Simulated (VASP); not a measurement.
Runs of VASP 6.6.1 on ZnS. The structure is cubic, space group F-43m (No. 216). Conventional cell: a = 5.361 Å, b = 5.361 Å, c = 5.361 Å, α = 90.00°, β = 90.00°, γ = 90.00°. Around Zn (site symmetry -43m) lie 4 S at 2.32 Å. Around S (site symmetry -43m) lie 4 Zn at 2.32 Å. The cell is a database's computed one.

```csv
level,potentials or basis,k mesh,cutoff (eV),smearing,gap on the mesh (eV),pressure (GPa)
PBEsol,"VASP PAW PBE potentials, release 64 (Zn, S)",10 × 10 × 10,700,gaussian 0.02 eV,2.08,0.1
PBEsol,"VASP PAW PBE potentials, release 64 (Zn, S)",14 × 14 × 14,520,gaussian 0.02 eV,2.08,0.0
PBEsol,"VASP PAW PBE potentials, release 64 (Zn, S)",10 × 10 × 10,520,gaussian 0.5 eV,2.08,0.0
PBEsol,"VASP PAW PBE potentials, release 64 (Zn, S_h)",10 × 10 × 10,900,gaussian 0.02 eV,2.08,0.1
r2SCAN,"VASP PAW PBE potentials, release 64 (Zn, S)",10 × 10 × 10,520,gaussian 0.02 eV,(a),1.1
```

Alike in all rows: task single point; no spin polarisation; cell as given.

Estimate the missing entries.

(a) 2.79.

Caveats: the PAW data sets were made with another functional, which shifts forces and pressure a little.

A k mesh can miss the band edges.

Not every run made on this cell is shown here.
